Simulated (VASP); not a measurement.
# CoSi (Pm-3m) in VASP: a series of runs

Runs on CoSi. Level: PBEsol. Tasks: equation of state.

Program: VASP 6.6.1. These are calculated values, not measurements. Logs are shortened: lines on timing, memory, paths and dates and some standing lists are left out, and cuts for length are marked.

### 1 The undisturbed crystal

It takes space group Pm-3m (No. 221, cubic). Conventional cell: a = 2.781 Å, b = 2.781 Å, c = 2.781 Å, α = 90.00°, β = 90.00°, γ = 90.00°. Co (site symmetry m-3m) is surrounded by 8 Si at 2.41 Å. Around Si (site symmetry m-3m) lie 8 Co at 2.41 Å.

Measurements of this composition are mostly on another form, of space group No. 198.

### 2 Equation of state, PBEsol, collinear spin, ferromagnetic start, 10.44 Å³/atom

INCAR reads:

```
PREC = Accurate
ENCUT = 900
EDIFF = 1E-8
ISMEAR = 1
SIGMA = 0.1
LREAL = False
LASPH = True
NELM = 100
ALGO = Normal
ISIF = 2
LWAVE = False
LCHARG = False
ISPIN = 2
MAGMOM = 2 0
LORBIT = 11
LMAXMIX = 4
GGA = PS
ADDGRID = False
```

KPOINTS reads:

```
Automatic mesh
0
Gamma
  17 17 17
```

POSCAR reads:

```
CoSi
1.0
    2.7532377962      0.0000000000      0.0000000000
    0.0000000000      2.7532377962      0.0000000000
    0.0000000000      0.0000000000      2.7532377962
Co Si
1 1
Direct
    0.0000000000      0.0000000000      0.0000000000
    0.5000000000      0.5000000000      0.5000000000
```

Potentials or basis: VASP PAW PBE potentials, release 64 (Co, Si).

On the command line:

```bash
$ cat potpaw_PBE.64/Co/POTCAR potpaw_PBE.64/Si/POTCAR > POTCAR
$ mpirun -np 1 vasp_std > vasp.out
```

OUTCAR:

```text
PREC = Accurate
   ENCUT = 900
   EDIFF = 1E-8
   ISMEAR = 1
   LREAL = False
   LASPH = True
   NELM = 100
   ISIF = 2
   ISPIN = 2
   LORBIT = 11
   GGA = PS

 ion  position               nearest neighbor table
   1  0.000  0.000  0.000-   2 2.38   2 2.38   2 2.38   2 2.38   2 2.38   2 2.38   2 2.38   2 2.38

   2  0.500  0.500  0.500-   1 2.38   1 2.38   1 2.38   1 2.38   1 2.38   1 2.38   1 2.38   1 2.38

  LATTYP: Found a simple cubic cell.
 ALAT       =     2.7532377962

  Lattice vectors:

 A1 = (   2.7532377962,   0.0000000000,   0.0000000000)
 A2 = (   0.0000000000,   2.7532377962,   0.0000000000)
 A3 = (   0.0000000000,   0.0000000000,   2.7532377962)

Analysis of symmetry for initial positions (statically):
=====================================================================
 Subroutine PRICEL returns:
 Original cell was already a primitive cell.

 Routine SETGRP: Setting up the symmetry group for a
 simple cubic supercell.

 Subroutine GETGRP returns: Found 48 space group operations
 (whereof 48 operations were pure point group operations)
 out of a pool of 48 trial point group operations.

The static configuration has the point symmetry O_h .

Analysis of symmetry for dynamics (positions and initial velocities):
=====================================================================
 Subroutine PRICEL returns:
 Original cell was already a primitive cell.

 Routine SETGRP: Setting up the symmetry group for a
 simple cubic supercell.

 Subroutine GETGRP returns: Found 48 space group operations
 (whereof 48 operations were pure point group operations)
 out of a pool of 48 trial point group operations.

The dynamic configuration has the point symmetry O_h .

Analysis of structural, dynamic, and magnetic symmetry:
=====================================================================
 Subroutine PRICEL returns:
 Original cell was already a primitive cell.

 Routine SETGRP: Setting up the symmetry group for a
 simple cubic supercell.

 Subroutine GETGRP returns: Found 48 space group operations
 (whereof 48 operations were pure point group operations)
 out of a pool of 48 trial point group operations.

The overall configuration has the point symmetry O_h .

 Subroutine INISYM returns: Found 48 space group operations
 (whereof 48 operations are pure point group operations),
 and found     1 'primitive' translations

----------------------------------------------------------------------------------------

                                     Primitive cell

  volume of cell :      20.8704

  direct lattice vectors                    reciprocal lattice vectors
     2.753237796  0.000000000  0.000000000     0.363208729  0.000000000  0.000000000
     0.000000000  2.753237796  0.000000000     0.000000000  0.363208729  0.000000000
     0.000000000  0.000000000  2.753237796     0.000000000  0.000000000  0.363208729

  length of vectors
     2.753237796  2.753237796  2.753237796     0.363208729  0.363208729  0.363208729

  position of ions in fractional coordinates (direct lattice)
     0.000000000  0.000000000  0.000000000
     0.500000000  0.500000000  0.500000000

  ion indices of the primitive-cell ions
   primitive index   ion index
                 1           1
                 2           2

----------------------------------------------------------------------------------------

 KPOINTS: Automatic mesh

Automatic generation of k-mesh.
 Grid dimensions read from file:
 generate k-points for:   17   17   17

 Generating k-lattice:

  Cartesian coordinates                     Fractional coordinates (reciprocal lattice)
     0.021365219  0.000000000  0.000000000     0.058823529  0.000000000  0.000000000
     0.000000000  0.021365219  0.000000000     0.000000000  0.058823529  0.000000000
     0.000000000  0.000000000  0.021365219     0.000000000  0.000000000  0.058823529

  Length of vectors
     0.021365219  0.021365219  0.021365219

  Shift w.r.t. Gamma in fractional coordinates (k-lattice)
     0.000000000  0.000000000  0.000000000

 Subroutine IBZKPT returns following result:
 ===========================================

 Found    165 irreducible k-points:
[... 35 lines left out ...]
   NGXF,Y,Z  is equivalent  to a cutoff of  33.81, 33.81, 33.81 a.u.
 SYSTEM =  unknown system
   PREC   = accura    normal or accurate (medium, high low for compatibility)
   ISTART =      0    job   : 0-new  1-cont  2-samecut
   ICHARG =      2    charge: 1-file 2-atom 10-const
   ISPIN  =      2    spin polarized calculation?
   LNONCOLLINEAR =      F non collinear calculations
   LSORBIT =      F    spin-orbit coupling
   LASPH  =      T    aspherical Exc in radial PAW
   ENCUT  =  900.0 eV  66.15 Ry    8.13 a.u.   6.73  6.73  6.73*2*pi/ulx,y,z
   NELM   =    100;   NELMIN=  2; NELMDL= -5     # of ELM steps
   EDIFF  = 0.1E-07   stopping-criterion for ELM
   LREAL  =      F    real-space projection
   EDIFFG = 0.1E-06   stopping-criterion for IOM
   NSW    =      0    number of steps for IOM
   IBRION =     -1    ionic relax: 0-MD 1-quasi-New 2-CG
   NFREE  =      0    steps in history (QN), initial steepest desc. (CG)
   ISIF   =      2    stress and relaxation
   ISYM   =      2    0-nonsym 1-usesym 2-fastsym
   POTIM  = 0.5000    time-step for ionic-motion
   TEBEG  =    0.0;   TEEND  =   0.0 temperature during run
   PSTRESS=    0.0 pullay stress
   NELECT =      13.0000    total number of electrons
   NUPDOWN=      -1.0000    fix difference up-down
   EMIN   =  10.00;   EMAX   =-10.00  energy-range for DOS
   EFERMI =   0.00;   METHOD = LEGACY
   ISMEAR =     1;   SIGMA  =   0.10  broadening in eV -4-tet -1-fermi 0-gaus
   EFERMI_NEDOS =   21; number of points for ismear=-14 and -15
   IALGO  =     38    algorithm
   IMIX   =      4    mixing-type and parameters
     AMIX     =   0.40;   BMIX     =  1.00
     AMIX_MAG =   1.60;   BMIX_MAG =  1.00
  volume/ion in A,a.u.               =      10.44        70.42
  Fermi-wavevector in a.u.,A,eV,Ry     =   1.398124  2.642070 26.595982  1.954750
  Thomas-Fermi vector in A             =   2.521312
   LORBIT       =     11    0 simple, 1 ext, 2 COOP (PROOUT), +10 PAW based schemes
   GGA     = PS    functional components
   LHFCALC =     F    Hartree Fock is set to
   AEXX    =    0.0000 exact exchange contribution
   IVDW    =     0    specifies the selected vdW correction
   LEPSILON=     F    determine dielectric tensor
   LRPA    =     F    only Hartree local field effects (RPA)
 spin polarized calculation
 Methfessel and Paxton  Order N= 1 SIGMA  =   0.10
  energy-cutoff  :      900.00
  volume of cell :       20.87
 maximum number of plane-waves:      1319
 NGX is ok and might be reduce to    28
   NGX = 13   NGY = 13   NGZ = 13

 number of electron      13.0000003 magnetization       0.4811591

 Free energy of the ion-electron system (eV)
  ---------------------------------------------------
  ext. energy  EPLUGINS =         0.00000000
  ---------------------------------------------------
  free energy    TOTEN  =       -14.54712383 eV

  energy without entropy =      -14.54513632  energy(sigma->0) =      -14.54646132

 E-fermi :  13.2252     XC(G=0): -13.2026

 val. band max:       13.2236418926   @ k =   0.4706   0.1765   0.0588
 cond. band min:      13.2260013408   @ k =   0.4118   0.0588   0.0588
 fundamental gap:      0.0023594481
 Fermi energy:        13.2252362125

 spin component 1

 k-point     1 :       0.0000    0.0000    0.0000
  band No.  band energies     occupation
      1      -1.3103      1.00000
      2       8.9593      1.00000
      3       8.9593      1.00000
      4      11.6331      1.00000
      5      11.6331      1.00000
      6      11.6331      1.00000
      7      16.2912      0.00000
      8      16.2912      0.00000
      9      16.2912      0.00000
     10      20.7739      0.00000
     11      20.7739      0.00000
[... 310 lines left out ...]
  band No.  band energies     occupation
      1       2.7296      1.00000
      2       4.5722      1.00000
      3       9.7836      1.00000
      4      10.1113      1.00000
      5      10.3912      1.00000
      6      11.6396      1.00000
      7      12.5502      1.00000
      8      18.4060      0.00000
      9      20.9091      0.00000
     10      21.4072      0.00000
     11      22.3592      0.00000

 [... further k-points ...]

 spin component 2

 k-point     1 :       0.0000    0.0000    0.0000
  band No.  band energies     occupation
      1      -1.2887      1.00000
      2       9.4403      1.00000
      3       9.4403      1.00000
      4      11.9702      1.00000
      5      11.9702      1.00000
      6      11.9702      1.00000
      7      16.3149      0.00000
      8      16.3149      0.00000
      9      16.3149      0.00000
     10      21.0055      0.00000
     11      21.0055      0.00000
[... 310 lines left out ...]
  band No.  band energies     occupation
      1       2.7495      1.00000
      2       4.6352      1.00000
      3      10.2878      1.00000
      4      10.4214      1.00000
      5      10.6686      1.00000
      6      11.9765      1.00000
      7      13.2350      0.41790
      8      18.5024      0.00000
      9      20.9805      0.00000
     10      21.4919      0.00000
     11      22.3987      0.00000

 [... further k-points ...]

------------------------ aborting loop because EDIFF is reached ----------------------------------------

  FORCE on cell =-STRESS in cart. coord.  units (eV):
  Direction    XX          YY          ZZ          XY          YZ          ZX
  --------------------------------------------------------------------------------------
  -------------------------------------------------------------------------------------
  Total       -0.0065205     -0.0065205     -0.0065205     -0.0000000     -0.0000000      0.0000000
  in kB       -0.5005631     -0.5005631     -0.5005631     -0.0000000     -0.0000000      0.0000000
  external PRESSURE =      -0.5005631 kB  Pullay stress =       0.0000000 kB

 VOLUME and BASIS-vectors are now :
 -----------------------------------------------------------------------------
  energy-cutoff  :      900.00
  volume of cell :       20.87
      direct lattice vectors                 reciprocal lattice vectors
     2.753237796  0.000000000  0.000000000     0.363208729  0.000000000  0.000000000
     0.000000000  2.753237796  0.000000000     0.000000000  0.363208729  0.000000000
     0.000000000  0.000000000  2.753237796     0.000000000  0.000000000  0.363208729

 POSITION                                       TOTAL-FORCE (eV/Angst)
 -----------------------------------------------------------------------------------
      0.00000      0.00000      0.00000         0.000000      0.000000      0.000000
      1.37662      1.37662      1.37662         0.000000      0.000000      0.000000
 -----------------------------------------------------------------------------------
    total drift:                               -0.000000     -0.000000     -0.000000

  FREE ENERGIE OF THE ION-ELECTRON SYSTEM (eV)
  ---------------------------------------------------
  free  energy   TOTEN  =       -14.5471238260 eV

  energy  without entropy=      -14.5451363172  energy(sigma->0) =      -14.54646132

 total charge

# of ion       s       p       d       tot
------------------------------------------
    1        0.454   0.625   7.619   8.697
    2        0.706   0.882   0.000   1.588
--------------------------------------------------
tot          1.160   1.507   7.619  10.285

 magnetization (x)

# of ion       s       p       d       tot
------------------------------------------
    1        0.007   0.002   0.467   0.476
    2        0.003   0.010   0.000   0.013
--------------------------------------------------
tot          0.010   0.012   0.467   0.489
```

Run time: 66 s. Hardware: 1 thread of Intel Xeon 6975P-C (Granite Rapids), shared host; peak memory 0.29 GiB.

What came out:

```
Free energy                                           : -14.5471 eV
Pressure                                              : -0.1 GPa
Band gap on the k mesh                                : none (metal or under the smearing width)
Net moment                                            : 0.48 μB per cell
Site moments                                          : Co +0.48; Si +0.01 μB
Valence electrons inside the program's atomic spheres : Co 8.70; Si 1.59
```

Caveat: the PAW data sets were made with another functional, which shifts forces and pressure a little.

### 3 Equation of state, PBEsol, collinear spin, ferromagnetic start, 11.08 Å³/atom

INCAR is that of step 2.

KPOINTS is that of step 2.

POSCAR reads:

```
CoSi
1.0
    2.8088737514      0.0000000000      0.0000000000
    0.0000000000      2.8088737514      0.0000000000
    0.0000000000      0.0000000000      2.8088737514
Co Si
1 1
Direct
    0.0000000000      0.0000000000      0.0000000000
    0.5000000000      0.5000000000      0.5000000000
```

Potentials or basis: VASP PAW PBE potentials, release 64 (Co, Si).

On the command line:

```bash
$ cat potpaw_PBE.64/Co/POTCAR potpaw_PBE.64/Si/POTCAR > POTCAR
$ mpirun -np 1 vasp_std > vasp.out
```

Run time: 66 s. Hardware: 1 thread of Intel Xeon 6975P-C (Granite Rapids), shared host; peak memory 0.3 GiB.

It converged, with:

```
Free energy                                           : -14.4965 eV
Pressure                                              : -11.9 GPa
Band gap on the k mesh                                : none (metal or under the smearing width)
Net moment                                            : 0.56 μB per cell
Site moments                                          : Co +0.56; Si +0.01 μB
Valence electrons inside the program's atomic spheres : Co 8.54; Si 1.56
```

Caveat: the PAW data sets were made with another functional, which shifts forces and pressure a little.

### 4 Equation of state, PBEsol, collinear spin, ferromagnetic start, 10.44 Å³/atom

INCAR, as its differences from that of step 3:

```diff
@@ -1,4 +1,4 @@
 PREC = Accurate
-ENCUT = 900
-EDIFF = 1E-8
+ENCUT = 550
+EDIFF = 1E-7
 ISMEAR = 1
```

KPOINTS reads:

```
Automatic mesh
0
Gamma
  12 12 12
```

POSCAR reads:

```
CoSi
1.0
    2.7532377962      0.0000000000      0.0000000000
    0.0000000000      2.7532377962      0.0000000000
    0.0000000000      0.0000000000      2.7532377962
Co Si
1 1
Direct
    0.0000000000      0.0000000000      0.0000000000
    0.5000000000      0.5000000000      0.5000000000
```

On the command line:

```bash
$ cat potpaw_PBE.64/Co/POTCAR potpaw_PBE.64/Si/POTCAR > POTCAR
$ mpirun -np 1 vasp_std > vasp.out
```

It took 15 s on 1 thread of Intel Xeon 6975P-C (Granite Rapids), shared host; peak memory 0.17 GiB.

The run converged, but some of its settings lie outside the range that counts as converged, so its numbers aren't taken as properties of the crystal.

Results:

| Item | Value |
| --- | --- |
| Free energy | -14.5470 eV |
| Pressure | -0.4 GPa |
| Band gap on the k mesh | none (metal or under the smearing width) |
| Net moment | 0.45 μB per cell |
| Site moments | Co +0.45; Si +0.01 μB |
| Valence electrons inside the program's atomic spheres | Co 8.70; Si 1.58 |

Caveat: the PAW data sets were made with another functional, which shifts forces and pressure a little.

### 5 Equation of state, PBEsol, collinear spin, ferromagnetic start, 11.08 Å³/atom

INCAR is that of step 4.

KPOINTS is that of step 4.

POSCAR reads:

```
CoSi
1.0
    2.8088737514      0.0000000000      0.0000000000
    0.0000000000      2.8088737514      0.0000000000
    0.0000000000      0.0000000000      2.8088737514
Co Si
1 1
Direct
    0.0000000000      0.0000000000      0.0000000000
    0.5000000000      0.5000000000      0.5000000000
```

On the command line:

```bash
$ cat potpaw_PBE.64/Co/POTCAR potpaw_PBE.64/Si/POTCAR > POTCAR
$ mpirun -np 1 vasp_std > vasp.out
```

It took 15 s on 1 thread of Intel Xeon 6975P-C (Granite Rapids), shared host; peak memory 0.17 GiB.

These settings aren't checked as converged: the numbers below hold their error.

What came out:

```yaml
Free_energy: -14.4947 eV
Pressure: -11.5 GPa
Band_gap_on_the_k_mesh: none (metal or under the smearing width)
Net_moment: 0.62 μB per cell
Site_moments: Co +0.61; Si +0.02 μB
Valence_electrons_inside_the_program's_atomic_spheres: Co 8.54; Si 1.56
```

Caveat: the PAW data sets were made with another functional, which shifts forces and pressure a little.

### 6 Equation of state, PBEsol, collinear spin, ferromagnetic start, 10.44 Å³/atom

INCAR is that of step 5.

KPOINTS reads:

```
Automatic mesh
0
Gamma
  15 15 15
```

POSCAR reads:

```
CoSi
1.0
    2.7532377962      0.0000000000      0.0000000000
    0.0000000000      2.7532377962      0.0000000000
    0.0000000000      0.0000000000      2.7532377962
Co Si
1 1
Direct
    0.0000000000      0.0000000000      0.0000000000
    0.5000000000      0.5000000000      0.5000000000
```

Potentials or basis: VASP PAW PBE potentials, release 64 (Co, Si).

On the command line:

```bash
$ cat potpaw_PBE.64/Co/POTCAR potpaw_PBE.64/Si/POTCAR > POTCAR
$ mpirun -np 1 vasp_std > vasp.out
```

Run time: 20 s. Hardware: 1 thread of Intel Xeon 6975P-C (Granite Rapids), shared host; peak memory 0.18 GiB.

These settings aren't checked as converged: the numbers below hold their error.

What came out:

- Free energy: -14.5468 eV
- Pressure: 0.2 GPa
- Band gap on the k mesh: none (metal or under the smearing width)
- Net moment: 0.51 μB per cell
- Site moments: Co +0.50; Si +0.01 μB
- Valence electrons inside the program's atomic spheres: Co 8.70; Si 1.59

Caveat: the PAW data sets were made with another functional, which shifts forces and pressure a little.

### 7 Equation of state, PBEsol, collinear spin, ferromagnetic start, 11.08 Å³/atom

INCAR is that of step 6.

KPOINTS is that of step 6.

POSCAR reads:

```
CoSi
1.0
    2.8088737514      0.0000000000      0.0000000000
    0.0000000000      2.8088737514      0.0000000000
    0.0000000000      0.0000000000      2.8088737514
Co Si
1 1
Direct
    0.0000000000      0.0000000000      0.0000000000
    0.5000000000      0.5000000000      0.5000000000
```

On the command line:

```bash
$ cat potpaw_PBE.64/Co/POTCAR potpaw_PBE.64/Si/POTCAR > POTCAR
$ mpirun -np 1 vasp_std > vasp.out
```

Run time: 20 s. Hardware: 1 thread of Intel Xeon 6975P-C (Granite Rapids), shared host; peak memory 0.18 GiB.

These settings aren't checked as converged: the numbers below hold their error.

What came out:

| Item | Value |
| --- | --- |
| Free energy | -14.4963 eV |
| Pressure | -12.0 GPa |
| Band gap on the k mesh | none (metal or under the smearing width) |
| Net moment | 0.57 μB per cell |
| Site moments | Co +0.58; Si +0.01 μB |
| Valence electrons inside the program's atomic spheres | Co 8.54; Si 1.55 |

Caveat: the PAW data sets were made with another functional, which shifts forces and pressure a little.

(Continued in part 2 of 9.)
